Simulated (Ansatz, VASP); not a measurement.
This is a calculation of Sb for VASP 6.6.1.

Contents of INCAR:

```
SYSTEM = Sb
  PREC = Accurate
  ENCUT = 520
  EDIFF = 1E-7
  ISMEAR = -1
  SIGMA = 0.05
  LREAL = .False.
  LASPH = .True.
  NELM = 80
  ALGO = Normal
  ISIF = 2
  LWAVE = .False.
  LCHARG = .False.
  GGA = CA
  NBANDS = 8
```

The input KPOINTS:

```
regular mesh
0
Gamma
  12 12 12
  0 0 0
```

File POSCAR:

```
Sb
1.0
   -1.5765401831      1.5765401831      2.7119384313
    1.5765401831     -1.5765401831      2.7119384313
    1.5765401831      1.5765401831     -2.7119384313
Sb
1
Direct
    0.0000000000      0.0000000000      0.0000000000
```

Potentials or basis: VASP PAW LDA potentials, release 64 (Sb).

Command:

```console
$ cat potpaw_LDA.64/Sb/POTCAR > POTCAR
$ mpirun -np 1 vasp_std > vasp.out
```

Translate it to Ansatz 0.2.0. Potentials there: Ansatz PAW.

As run (the cutoff follows the program's own potentials):

Contents of input.yaml:

```yaml
crystal:
  lattice:
    - [-1.5765401831, 1.5765401831, 2.7119384313]
    - [1.5765401831, -1.5765401831, 2.7119384313]
    - [1.5765401831, 1.5765401831, -2.7119384313]
  atoms:
    - { symbol: Sb, position: [0.0, 0.0, 0.0] }
hamiltonian:
  xc: lda
  pseudopotentials: { kind: paw }
kpoints:
  mp_grid: { grid: [12, 12, 12] }
scf:
  occupations: { method: fermi_dirac, width: 0.05 }
output:
  forces: true
  stress: true
  eigenvalues: true
```

Potentials or basis: Ansatz PAW.

Run with:

```console
$ ansatz run input.yaml --threads 2 --pin off --max-ram 5632MiB --backend cpu --events-out ev --progress --plain --runs-dir out
```

Both were run:

|  | VASP | Ansatz | Ansatz less VASP |
| --- | --- | --- | --- |
| gap on the k mesh at the Fermi level (eV) | none | none | - |
| pressure (GPa) | -2.3 | -2.4 | -0.11 |
| largest component of the traceless stress (GPa) | 0.10 | 0.06 | -0.038 |

A gap of «none» marks a metal or a gap that the smearing closes. The two sets of potentials don't hold the same shells in valence.

Caveats: the PAW data sets come from PBE, with cores solved anew for the run's functional, which leaves a small shift of forces and pressure (Ansatz). The runs have no spin-orbit coupling, so splittings on Sb are missing.
